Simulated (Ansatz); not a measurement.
Method: DFT PBEsol, scalar-relativistic, plane waves, PAW in Ansatz 0.2.0.

Cutoff 420 eV; k points 14×16×8 on the computed 2-atom cell (Γ-centred); Gaussian smearing, width 0.10 eV; no spin polarisation.

Structure with the computed forces (eV/Å) in the last three columns:

```xyz
2
Lattice="2.8740 0.0274 0.0397 -1.4133 2.4160 -0.0184 0.0689 0.0030 5.0389" Properties=species:S:1:pos:R:3:forces:R:3 pbc="T T T" pressure_GPa=-18.84
Pt    1.6551    0.6984    3.9627    0.2660    0.1780   -1.6710
Pt   -0.1255    1.7479    1.0975   -0.2660   -0.1780    1.6710
```

Stress tensor (GPa, compression positive):

```
-23.46  -1.77  -0.44
 -1.77 -19.44  -3.23
 -0.44  -3.23 -13.62
```

Spin–orbit coupling is left out, which can shift energies with elements as heavy as these.

This form isn't the element's structure at ambient conditions.